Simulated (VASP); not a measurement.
# EuO (Fm-3m) in VASP: single point with r2SCAN

Aim: the single point of EuO with r2SCAN.

Everything below comes from runs of VASP 6.6.1. Logs are shortened: lines on timing, memory, paths and dates and some standing lists are left out, and cuts for length are marked.

**Measured values to compare with.**

From a printed reference work, monograph, for a bulk crystal of EuO at 300 K: band gap 1.115 eV (optical).

How close the calculation comes is told below.

### Step 1. The cell of the first run

Symmetry: Fm-3m, No. 225, cubic system. Conventional cell: a = 5.048 Å, b = 5.048 Å, c = 5.048 Å, α = 90.00°, β = 90.00°, γ = 90.00°. Within 3.3 Å of Eu (site symmetry m-3m) lie 6 O at 2.52 Å. Within 3.3 Å of O (site symmetry m-3m) lie 6 Eu at 2.52 Å.

### Step 2. Single point, r2SCAN, collinear spin, ferromagnetic start

POSCAR reads:

```
EuO
1.0
   -2.5238312015     -2.5238312015      5.0476624030
   -5.0476624030     -2.5238312015      2.5238312015
   -2.5238312015     -5.0476624030      2.5238312015
Eu O
2 2
Direct
    0.0000000000      0.0000000000      0.0000000000
    0.5000000000      0.5000000000      0.5000000000
    1.2500000000     -0.7500000000     -0.7500000000
    1.7500000000     -0.2500000000     -0.2500000000
```

INCAR.step1 reads:

```
SYSTEM = EuO
PREC = Accurate
ENCUT = 800
ISMEAR = 0
SIGMA = 0.05
LREAL = .False.
LASPH = .True.
NELM = 200
ISPIN = 2
MAGMOM = 7 7 0 0
LMAXMIX = 6
NBANDS = 35
GGA = PE
ALGO = Normal
EDIFF = 1E-5
LWAVE = .True.
LCHARG = .False.
GGA_COMPAT = .False.
KPAR = 4
```

INCAR.step2 reads:

```
SYSTEM = EuO
PREC = Accurate
ENCUT = 800
EDIFF = 1E-6
ISMEAR = 0
SIGMA = 0.05
LREAL = .False.
LASPH = .True.
NELM = 200
ALGO = Normal
ISIF = 2
LWAVE = .False.
LCHARG = .False.
ISPIN = 2
MAGMOM = 7 7 0 0
LORBIT = 11
LMAXMIX = 6
METAGGA = R2SCAN
LMIXTAU = .True.
NBANDS = 35
ISTART = 1
GGA_COMPAT = .False.
KPAR = 4
```

KPOINTS reads:

```
Automatic mesh
0
Gamma
  8 8 8
  0 0 0
```

Potentials or basis: VASP PAW PBE potentials, release 64 (Eu, O).

Launch:

```sh
> cat potpaw_PBE.64/Eu/POTCAR potpaw_PBE.64/O/POTCAR > POTCAR
> cp INCAR.step1 INCAR
> mpirun -np 4 vasp_std > vasp.out
> cp INCAR.step2 INCAR
> mpirun -np 4 vasp_std > vasp.out
```

OUTCAR:

```text
SYSTEM = EuO
   PREC = Accurate
   ENCUT = 800
   EDIFF = 1E-6
   ISMEAR = 0
   LREAL = .False.
   LASPH = .True.
   NELM = 200
   ISIF = 2
   ISPIN = 2
   LORBIT = 11
   METAGGA = R2SCAN
   ISTART = 1

 ion  position               nearest neighbor table
   1  0.000  0.000  0.000-   4 2.52   4 2.52   4 2.52   3 2.52   3 2.52   3 2.52
   2  0.500  0.500  0.500-   3 2.52   3 2.52   3 2.52   4 2.52   4 2.52   4 2.52
   3  0.250  0.250  0.250-   1 2.52   1 2.52   1 2.52   2 2.52   2 2.52   2 2.52
   4  0.750  0.750  0.750-   2 2.52   2 2.52   2 2.52   1 2.52   1 2.52   1 2.52

  LATTYP: Found a trigonal (rhomboedric) cell.
 ALAT       =     6.1820986406
 COS(alpha) =     0.8333333333

  Lattice vectors:

 A1 = (  -2.5238312015,  -2.5238312015,   5.0476624030)
 A2 = (  -5.0476624030,  -2.5238312015,   2.5238312015)
 A3 = (  -2.5238312015,  -5.0476624030,   2.5238312015)

Analysis of symmetry for initial positions (statically):
=====================================================================
 Subroutine PRICEL returns following result:

  LATTYP: Found a face centered cubic cell.
 ALAT       =     5.0476624030
[... 12 lines left out ...]
 Subroutine GETGRP returns: Found 12 space group operations
 (whereof 12 operations were pure point group operations)
 out of a pool of 12 trial point group operations.

The static configuration has the point symmetry D_3d.

Analysis of symmetry for dynamics (positions and initial velocities):
=====================================================================
 Subroutine PRICEL returns following result:

  LATTYP: Found a face centered cubic cell.
 ALAT       =     5.0476624030
[... 12 lines left out ...]
 Subroutine GETGRP returns: Found 12 space group operations
 (whereof 12 operations were pure point group operations)
 out of a pool of 12 trial point group operations.

The dynamic configuration has the point symmetry D_3d.

Analysis of structural, dynamic, and magnetic symmetry:
=====================================================================
 Subroutine PRICEL returns following result:

  LATTYP: Found a face centered cubic cell.
 ALAT       =     5.0476624030
[... 12 lines left out ...]
 Subroutine GETGRP returns: Found 12 space group operations
 (whereof 12 operations were pure point group operations)
 out of a pool of 12 trial point group operations.

The overall configuration has the point symmetry D_3d.

 Subroutine INISYM returns: Found 12 space group operations
 (whereof 12 operations are pure point group operations),
 and found     2 'primitive' translations

----------------------------------------------------------------------------------------

                                     Primitive cell

  volume of cell :      32.1522

  direct lattice vectors                    reciprocal lattice vectors
     2.523831201 -2.523831202  0.000000000     0.198111506 -0.198111506  0.198111506
    -0.000000000 -2.523831201 -2.523831201    -0.198111506 -0.198111506 -0.198111506
     2.523831201  0.000000000 -2.523831201     0.198111506  0.198111506 -0.198111506

  length of vectors
     3.569236314  3.569236314  3.569236314     0.343139194  0.343139194  0.343139194

  position of ions in fractional coordinates (direct lattice)
     0.000000000  0.000000000  0.000000000
     0.500000000  0.500000000  0.500000000

  ion indices of the primitive-cell ions
   primitive index   ion index
                 1           1
                 2           3

----------------------------------------------------------------------------------------

 KPOINTS: Automatic mesh

Automatic generation of k-mesh.
 Grid dimensions read from file:
 generate k-points for:    8    8    8

 Generating k-lattice:

  Cartesian coordinates                     Fractional coordinates (reciprocal lattice)
     0.012381969  0.012381969  0.037145907     0.125000000 -0.000000000 -0.000000000
    -0.037145907  0.012381969 -0.012381969    -0.000000000  0.125000000 -0.000000000
     0.012381969 -0.037145907 -0.012381969    -0.000000000 -0.000000000  0.125000000

  Length of vectors
     0.041066346  0.041066346  0.041066346

  Shift w.r.t. Gamma in fractional coordinates (k-lattice)
     0.000000000  0.000000000  0.000000000

 Subroutine IBZKPT returns following result:
 ===========================================

 Found     65 irreducible k-points:

 Following reciprocal coordinates:
            Coordinates               Weight
  0.000000  0.000000  0.000000      1.000000
  0.125000 -0.000000 -0.000000      6.000000
  0.250000 -0.000000 -0.000000      6.000000
  0.375000  0.000000  0.000000      6.000000
  0.500000 -0.000000 -0.000000      3.000000
  0.125000  0.125000  0.000000      6.000000
[... 16 lines left out ...]
  0.250000  0.125000  0.125000      6.000000
  0.375000  0.125000  0.125000      6.000000
 [... further k-points ...]
   k-points           NKPTS =     65   k-points in BZ     NKDIM =     65   number of bands    NBANDS=     35
   number of dos      NEDOS =    301   number of ions     NIONS =      4
   total plane-waves  NPLWV = 216000
   dimension x,y,z NGX =    60 NGY =   60 NGZ =   60
   dimension x,y,z NGXF=   120 NGYF=  120 NGZF=  120
   ions per type =               2   2
   NGX,Y,Z   is equivalent  to a cutoff of  16.13, 16.13, 16.13 a.u.
   NGXF,Y,Z  is equivalent  to a cutoff of  32.27, 32.27, 32.27 a.u.
 SYSTEM =  EuO
   PREC   = accura    normal or accurate (medium, high low for compatibility)
   ISTART =      1    job   : 0-new  1-cont  2-samecut
   ICHARG =      0    charge: 1-file 2-atom 10-const
   ISPIN  =      2    spin polarized calculation?
   LNONCOLLINEAR =      F non collinear calculations
   LSORBIT =      F    spin-orbit coupling
   LASPH  =      T    aspherical Exc in radial PAW
   ENCUT  =  800.0 eV  58.80 Ry    7.67 a.u.  14.26 14.26 14.26*2*pi/ulx,y,z
   NELM   =    200;   NELMIN=  2; NELMDL=  0     # of ELM steps
   EDIFF  = 0.1E-05   stopping-criterion for ELM
   LREAL  =      F    real-space projection
   EDIFFG = 0.1E-04   stopping-criterion for IOM
   NSW    =      0    number of steps for IOM
   IBRION =     -1    ionic relax: 0-MD 1-quasi-New 2-CG
   NFREE  =      0    steps in history (QN), initial steepest desc. (CG)
   ISIF   =      2    stress and relaxation
   ISYM   =      2    0-nonsym 1-usesym 2-fastsym
   POTIM  = 0.5000    time-step for ionic-motion
   TEBEG  =    0.0;   TEEND  =   0.0 temperature during run
   PSTRESS=    0.0 pullay stress
   NELECT =      46.0000    total number of electrons
   NUPDOWN=      -1.0000    fix difference up-down
   EMIN   =  10.00;   EMAX   =-10.00  energy-range for DOS
   EFERMI =   0.00;   METHOD = LEGACY
   ISMEAR =     0;   SIGMA  =   0.05  broadening in eV -4-tet -1-fermi 0-gaus
   EFERMI_NEDOS =   21; number of points for ismear=-14 and -15
   IALGO  =     38    algorithm
   IMIX   =      4    mixing-type and parameters
     AMIX     =   0.40;   BMIX     =  1.00
     AMIX_MAG =   1.60;   BMIX_MAG =  1.00
  volume/ion in A,a.u.               =      16.08       108.49
  Fermi-wavevector in a.u.,A,eV,Ry     =   1.464133  2.766810 29.166604  2.143685
  Thomas-Fermi vector in A             =   2.580145
   LORBIT       =     11    0 simple, 1 ext, 2 COOP (PROOUT), +10 PAW based schemes
   METAGGA = R2SCAN    functional components
   LHFCALC =     F    Hartree Fock is set to
   AEXX    =    0.0000 exact exchange contribution
   IVDW    =     0    specifies the selected vdW correction
   LEPSILON=     F    determine dielectric tensor
   LRPA    =     F    only Hartree local field effects (RPA)
 spin polarized calculation
 Gauss-broadening in eV      SIGMA  =   0.05
  energy-cutoff  :      800.00
  volume of cell :       64.30
 maximum number of plane-waves:      3336
 NGX is ok and might be reduce to    60
   NGX = 29   NGY = 29   NGZ = 29

 number of electron      46.0000000 magnetization      13.9502127

 Free energy of the ion-electron system (eV)
  ---------------------------------------------------
  ext. energy  EPLUGINS =         0.00000000
  ---------------------------------------------------
  free energy    TOTEN  =      -103.64077351 eV

  energy without entropy =     -103.63819492  energy(sigma->0) =     -103.63948422

 E-fermi :   5.0754     XC(G=0): -11.7511

 val. band max:        5.0705613977   @ k =   0.5000   0.5000   0.1250
 cond. band min:       5.0784788069   @ k =   0.2500   0.1250   0.1250
 fundamental gap:      0.0079174092
 Fermi energy:         5.0754029969

 spin component 1

 k-point     1 :       0.0000    0.0000    0.0000
  band No.  band energies     occupation
      1     -37.8816      1.00000
      2     -37.7623      1.00000
      3     -17.7992      1.00000
      4     -15.7214      1.00000
      5     -15.7214      1.00000
      6     -15.6272      1.00000
[... 901 lines left out ...]
     34       7.9139      0.00000
     35       8.9873      0.00000

 [... further k-points ...]

 spin component 2

 k-point     1 :       0.0000    0.0000    0.0000
  band No.  band energies     occupation
      1     -34.2820      1.00000
      2     -34.1144      1.00000
      3     -16.7330      1.00000
      4     -15.2083      1.00000
      5     -13.0828      1.00000
      6     -13.0828      1.00000
[... 901 lines left out ...]
     34      11.4916      0.00000
     35      11.5689      0.00000

 [... further k-points ...]

------------------------ aborting loop because EDIFF is reached ----------------------------------------

  FORCE on cell =-STRESS in cart. coord.  units (eV):
  Direction    XX          YY          ZZ          XY          YZ          ZX
  --------------------------------------------------------------------------------------
  -------------------------------------------------------------------------------------
  Total       -0.1580438     -0.1580438     -0.1580438      0.0011297     -0.0011297     -0.0011297
  in kB       -3.9377406     -3.9377406     -3.9377406      0.0281476     -0.0281476     -0.0281476
  external PRESSURE =      -3.9377406 kB  Pullay stress =       0.0000000 kB

 VOLUME and BASIS-vectors are now :
 -----------------------------------------------------------------------------
  energy-cutoff  :      800.00
  volume of cell :       64.30
      direct lattice vectors                 reciprocal lattice vectors
    -2.523831202 -2.523831202  5.047662403     0.099055753  0.099055753  0.297167259
    -5.047662403 -2.523831202  2.523831202    -0.297167259  0.099055753 -0.099055753
    -2.523831202 -5.047662403  2.523831202     0.099055753 -0.297167259 -0.099055753

 POSITION                                       TOTAL-FORCE (eV/Angst)
 -----------------------------------------------------------------------------------
      0.00000      0.00000      0.00000         0.000000      0.000000     -0.000000
     -5.04766     -5.04766      5.04766         0.000000     -0.000000     -0.000000
     -2.52383     -2.52383      2.52383         0.000000     -0.000000      0.000000
     -7.57149     -7.57149      7.57149        -0.000000     -0.000000     -0.000000
 -----------------------------------------------------------------------------------
    total drift:                               -0.000000     -0.000000     -0.000000

  FREE ENERGIE OF THE ION-ELECTRON SYSTEM (eV)
  ---------------------------------------------------
  free  energy   TOTEN  =      -103.6407735088 eV

  energy  without entropy=     -103.6381949221  energy(sigma->0) =     -103.63948422

 total charge

# of ion       s       p       d       f       tot
--------------------------------------------------
    1        2.040   5.818   0.394   6.642  14.895
    2        2.040   5.818   0.394   6.642  14.895
    3        1.555   3.448   0.000   0.000   5.003
    4        1.555   3.448   0.000   0.000   5.003
--------------------------------------------------
tot          7.191  18.532   0.788  13.284  39.795

 magnetization (x)

# of ion       s       p       d       f       tot
--------------------------------------------------
    1       -0.024  -0.179   0.143   6.590   6.530
    2       -0.024  -0.179   0.143   6.590   6.530
    3       -0.006  -0.102   0.000   0.000  -0.108
    4       -0.006  -0.102   0.000   0.000  -0.108
--------------------------------------------------
tot         -0.059  -0.562   0.286  13.181  12.845
```

It took 25 min on 4 MPI ranks of Intel Xeon Platinum 8559C (Emerald Rapids), shared host; peak memory 1.1 GiB.

Results:

* Free energy: -103.6408 eV
* Pressure: -0.4 GPa
* Net moment: 13.95 μB per cell
* Site moments: Eu +6.53; O -0.11 μB
* Valence electrons inside the program's atomic spheres: Eu 14.89; O 5.00

Caveat: the PAW data sets were made with another functional, which shifts forces and pressure a little; spin-orbit coupling is left out, which moves the levels of the heavy elements; semilocal functionals describe open f shells poorly, which spoils levels, moments and volumes.

### Step 3. Comparison with measurements

Step 2. Measured gap of EuO: 1.115 eV (optical; 300 K; a printed reference work, monograph). This calculation gives 0.00 eV (-1.11 eV). So large a miss can be the level of theory's own, or it may mean another phase, state or a wrong row. Spin-orbit coupling on Eu is left out. The value is that of r2SCAN on a finite k mesh, which can miss the band edges, without temperature or zero-point motion. The run's magnetic order (collinear spin, ferromagnetic start) needn't be the measured crystal's.
